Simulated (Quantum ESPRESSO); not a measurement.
# Bi (R-3m) in Quantum ESPRESSO: notebook, part 2 of 2

Quantum ESPRESSO 7.5. Earlier steps stand in the parts before.

### 4 Single point, LDA, 33.67 Å³/atom

pw.in reads:

```
&CONTROL
  calculation = 'scf'
  prefix = 'pwscf'
  outdir = './tmp'
  pseudo_dir = './pseudo'
  tprnfor = .true.
  tstress = .true.
  disk_io = 'nowf'
/
&SYSTEM
  ibrav = 0
  nat = 2
  ntyp = 1
  ecutwfc = 70
  nbnd = 22
  occupations = 'smearing'
  smearing = 'fd'
  degauss = 0.00367493
/
&ELECTRONS
  conv_thr = 4d-10
  electron_maxstep = 120
  mixing_beta = 0.5
/
ATOMIC_SPECIES
Bi   208.9804 Bi.upf
CELL_PARAMETERS angstrom
   2.2368543514    1.2914484619    3.8847772595
  -2.2368543514    1.2914484619    3.8847772595
   0.0000000000   -2.5828969239    3.8847772595
ATOMIC_POSITIONS crystal
Bi     0.7660000000    0.7660000000    0.7660000000
Bi     0.2340000000    0.2340000000    0.2340000000
K_POINTS automatic
7 7 7 0 0 0
```

Run with:

```
$ OMP_NUM_THREADS=1 mpirun -n 2 pw.x -nk 2 -in pw.in > pw.out
```

It took 27 s on 2 MPI ranks of Arm Neoverse V2, shared host; peak memory 0.2 GiB.

It converged, with:

```yaml
Free_energy: -4458.3785 eV
Pressure: 0.5 GPa
Largest_force: 0.252 eV/Å
Band_gap_on_the_k_mesh: 0.29 eV, indirect (least direct gap 0.55 eV)
```

Caveat: spin-orbit coupling is left out, which as a rule narrows the gap of such compounds by several tenths of an eV; an odd mesh through Γ misses points on the zone boundary, where band edges often lie.

### 5 Single point, LDA, 34.37 Å³/atom

pw.in, as its differences from that of step 4:

```diff
@@ -27,5 +27,5 @@
 CELL_PARAMETERS angstrom
-   2.2368543514    1.2914484619    3.8847772595
-  -2.2368543514    1.2914484619    3.8847772595
-   0.0000000000   -2.5828969239    3.8847772595
+   2.2522814206    1.3003552845    3.9115696734
+  -2.2522814206    1.3003552845    3.9115696734
+   0.0000000000   -2.6007105690    3.9115696734
 ATOMIC_POSITIONS crystal
```

Run with:

```
$ OMP_NUM_THREADS=1 mpirun -n 2 pw.x -nk 2 -in pw.in > pw.out
```

Wall time 27 s (2 MPI ranks of Arm Neoverse V2, shared host); peak memory 0.2 GiB.

It converged, with:

| Property | Result |
| --- | --- |
| Free energy | -4458.3781 eV |
| Pressure | -0.6 GPa |
| Largest force | 0.153 eV/Å |
| Band gap on the k mesh | 0.28 eV, indirect (least direct gap 0.54 eV) |

Caveat: spin-orbit coupling is left out, which as a rule narrows the gap of such compounds by several tenths of an eV; an odd mesh through Γ misses points on the zone boundary, where band edges often lie.

### 6 Single point, LDA, 35.07 Å³/atom

pw.in, as its differences from that of step 5:

```diff
@@ -27,5 +27,5 @@
 CELL_PARAMETERS angstrom
-   2.2522814206    1.3003552845    3.9115696734
-  -2.2522814206    1.3003552845    3.9115696734
-   0.0000000000   -2.6007105690    3.9115696734
+   2.2675000000    1.3091417354    3.9380000000
+  -2.2675000000    1.3091417354    3.9380000000
+   0.0000000000   -2.6182834708    3.9380000000
 ATOMIC_POSITIONS crystal
```

Potentials or basis: PseudoDojo 0.4.1 SR LDA standard.

Run with:

```
$ OMP_NUM_THREADS=1 mpirun -n 2 pw.x -nk 2 -in pw.in > pw.out
```

Wall time 28 s (2 MPI ranks of Arm Neoverse V2, shared host); peak memory 0.2 GiB.

The run converged. Its results:

- Free energy: -4458.3686 eV
- Pressure: -1.6 GPa
- Largest force: 0.060 eV/Å
- Band gap on the k mesh: 0.27 eV, indirect (least direct gap 0.52 eV)

Caveat: spin-orbit coupling is left out, which as a rule narrows the gap of such compounds by several tenths of an eV; an odd mesh through Γ misses points on the zone boundary, where band edges often lie.

### 7 Single point, LDA, 35.77 Å³/atom

pw.in, as its differences from that of step 6:

```diff
@@ -27,5 +27,5 @@
 CELL_PARAMETERS angstrom
-   2.2675000000    1.3091417354    3.9380000000
-  -2.2675000000    1.3091417354    3.9380000000
-   0.0000000000   -2.6182834708    3.9380000000
+   2.2825169939    1.3178118009    3.9640802302
+  -2.2825169939    1.3178118009    3.9640802302
+   0.0000000000   -2.6356236018    3.9640802302
 ATOMIC_POSITIONS crystal
```

Run with:

```
$ OMP_NUM_THREADS=1 mpirun -n 2 pw.x -nk 2 -in pw.in > pw.out
```

Wall time 29 s (2 MPI ranks of Arm Neoverse V2, shared host); peak memory 0.22 GiB.

The run converged. Its results:

```
Free energy            : -4458.3512 eV
Pressure               : -2.4 GPa
Largest force          : 0.026 eV/Å
Band gap on the k mesh : 0.26 eV, indirect (least direct gap 0.51 eV)
```

Caveat: spin-orbit coupling is left out, which as a rule narrows the gap of such compounds by several tenths of an eV; an odd mesh through Γ misses points on the zone boundary, where band edges often lie.

### 8 Single point, LDA, 36.47 Å³/atom

pw.in, as its differences from that of step 7:

```diff
@@ -27,5 +27,5 @@
 CELL_PARAMETERS angstrom
-   2.2825169939    1.3178118009    3.9640802302
-  -2.2825169939    1.3178118009    3.9640802302
-   0.0000000000   -2.6356236018    3.9640802302
+   2.2973389482    1.3263692602    3.9898217322
+  -2.2973389482    1.3263692602    3.9898217322
+   0.0000000000   -2.6527385203    3.9898217322
 ATOMIC_POSITIONS crystal
```

Run with:

```
$ OMP_NUM_THREADS=1 mpirun -n 2 pw.x -nk 2 -in pw.in > pw.out
```

Wall time 35 s (2 MPI ranks of Arm Neoverse V2, shared host); peak memory 0.22 GiB.

Results (log left out):

```yaml
Free_energy: -4458.3265 eV
Pressure: -3.2 GPa
Largest_force: 0.107 eV/Å
Band_gap_on_the_k_mesh: 0.25 eV, indirect (least direct gap 0.50 eV)
```

Caveat: spin-orbit coupling is left out, which as a rule narrows the gap of such compounds by several tenths of an eV; an odd mesh through Γ misses points on the zone boundary, where band edges often lie.

### 9 Single point, LDA, 37.17 Å³/atom

pw.in, as its differences from that of step 8:

```diff
@@ -27,5 +27,5 @@
 CELL_PARAMETERS angstrom
-   2.2973389482    1.3263692602    3.9898217322
-  -2.2973389482    1.3263692602    3.9898217322
-   0.0000000000   -2.6527385203    3.9898217322
+   2.3119720748    1.3348176998    4.0152352947
+  -2.3119720748    1.3348176998    4.0152352947
+   0.0000000000   -2.6696353996    4.0152352947
 ATOMIC_POSITIONS crystal
```

Potentials or basis: PseudoDojo 0.4.1 SR LDA standard.

Run with:

```
$ OMP_NUM_THREADS=1 mpirun -n 2 pw.x -nk 2 -in pw.in > pw.out
```

Wall time 35 s (2 MPI ranks of Arm Neoverse V2, shared host); peak memory 0.22 GiB.

Results (log left out):

| Property | Result |
| --- | --- |
| Free energy | -4458.2955 eV |
| Pressure | -3.9 GPa |
| Largest force | 0.182 eV/Å |
| Band gap on the k mesh | 0.24 eV, indirect (least direct gap 0.49 eV) |

Caveat: spin-orbit coupling is left out, which as a rule narrows the gap of such compounds by several tenths of an eV; an odd mesh through Γ misses points on the zone boundary, where band edges often lie.

### 10 Equation of state, LDA

Potentials or basis: PseudoDojo 0.4.1 SR LDA standard.

No new run: the results of the series are fitted here.

What came out:

* Equilibrium volume: 33.99 Å³/atom
* Bulk modulus at fixed shape and positions: 53 GPa
* Pressure derivative of the bulk modulus: 4.7

Energy against volume, from the lowest point:
```tsv
volume (Å³/atom)	energy (meV/atom)
32.965	4.89
33.667	0.00
34.368	0.19
35.070	4.90
35.771	13.64
36.472	25.96
37.174	41.46
```

Caveat: the cell was scaled at fixed shape and fractional positions, which overstates the stiffness of a crystal with free parameters, most of all of layers and chains; spin-orbit coupling is left out, which moves the levels of the heavy elements.

### 11 For comparison

An earlier run on the cell as given: functional PBEsol; potentials or basis PseudoDojo 0.4.1 SR PBEsol standard; cutoff 898 eV; density cutoff 3592 eV; k mesh 7 × 7 × 7; occupations fermi-dirac, width 0.05 eV; no spin polarisation.

* Pressure: -0.3 GPa
* Largest force: 0.149 eV/Å
* Band gap on the k mesh: 0.26 eV, indirect (least direct gap 0.52 eV)

### 12 Summary

| task | level | potentials or basis | cutoff (eV) | form of the LDA correlation | pressure (GPa) | largest force (eV/Å) |
| --- | --- | --- | --- | --- | --- | --- |
| band structure | PBEsol | PseudoDojo 0.4.1 SR PBEsol standard | 898 | - | -0.3 | 0.15 |
| equation of state | LDA | PseudoDojo 0.4.1 SR LDA standard | 952 | PW92 | - | - |
| single point | PBEsol | PseudoDojo 0.4.1 SR PBEsol standard | 898 | - | -0.3 | 0.15 |

Alike in all rows: no spin polarisation; cell as given; k mesh 7 × 7 × 7; smearing fermi-dirac 0.05 eV.

Caveats: spin-orbit coupling is left out, which moves the levels of the heavy elements (some runs); the cell was scaled at fixed shape and fractional positions, which overstates the stiffness of a crystal with free parameters, most of all of layers and chains (some runs); spin-orbit coupling is left out, which as a rule narrows the gap of such compounds by several tenths of an eV (some runs); an odd mesh through Γ misses points on the zone boundary, where band edges often lie (some runs).

Total energies depend on the potentials used, so only differences within one code and one set of settings carry meaning.
